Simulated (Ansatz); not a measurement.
Ga2O3 (corundum), relaxed with r2SCAN. The symmetry is R-3c (No. 167, trigonal); conventional cell a = 4.985 Å, c = 13.442 Å, 9.64 Å³ an atom. Around Ga lie 6 O at 1.93–2.07 Å; around O lie 4 Ga at 1.93–2.07 Å.

```
Ga O
1.0
     2.49226    1.43891    4.48064
    -2.49226    1.43891    4.48064
     0.00000   -2.87781    4.48064
Ga O
4 6
Direct
  0.85543 0.85543 0.85543
  0.35543 0.35543 0.35543
  0.14457 0.14457 0.14457
  0.64457 0.64457 0.64457
  0.44637 0.05363 0.75000
  0.05363 0.75000 0.44637
  0.55363 0.94637 0.25000
  0.25000 0.55363 0.94637
  0.94637 0.25000 0.55363
  0.75000 0.44637 0.05363
```

The questions ask for values computed with Ansatz on this geometry. The values are computed, spin-unpolarised, and not measurements.

(1) What gap does LDA give, and where are the band edges?

(2) How does the gap change from LDA to PBE (6×6×6)?

(3) What does HSE06 give for the gap (4×4×4 mesh)?

(4) Order these levels by the gap that they give, smallest first.
A. PBE
B. LDA
C. HSE06
D. r2SCAN
E. DDH-PBE0
F. PBE0

(5) What are ε∞ and the Born charges with r2SCAN?

(6) Relaxed again with PBEsol, is the cell stable at the zone centre, and where do its optical modes lie?

Answers

(1) With LDA the valence top lies at Γ–S₀ (0.45 of the way from Γ) and the conduction bottom at Γ, 2.78 eV higher; the smallest vertical gap, at Γ, is 3.04 eV.

(2) With PBE the valence top lies at Γ–S₀ (0.45 of the way from Γ) and the conduction bottom at Γ, 2.85 eV higher; the smallest vertical gap, at Γ, is 3.11 eV. The gap differs by +0.07 eV from LDA's.

(3) HSE06 gives an indirect gap of 4.62 eV, from Γ–S₀ (0.45 of the way from Γ) to Γ; the least direct gap is 4.87 eV at Γ. The gap differs by +1.84 eV from LDA's.

(4) B (2.78 eV), A (2.85 eV), D (3.55 eV), C (4.62 eV), E (5.13 eV), F (5.34 eV).

(5) The clamped-ion dielectric constant comes out as 4.04 along x and y, 3.93 along z. Born charges, averaged over directions: Ga +3.29, O -2.19 e.

(6) The zone-centre optical frequencies run from 152 to 671 cm⁻¹, none imaginary (the rest of the zone wasn't tested). With the long-range field the highest mode reaches 676 cm⁻¹.

Where an edge lies off the special points, it is a point of the mesh or the k point where a search put PBE's edge or least direct gap, reused for the other functionals, whose own edges may lie a little apart.

The meshes of the hybrids are coarse, so their gaps aren't converged to the digits shown.

Set aside, since their points miss a band edge that the other levels read or their mesh is too coarse: LC-ωPBE.
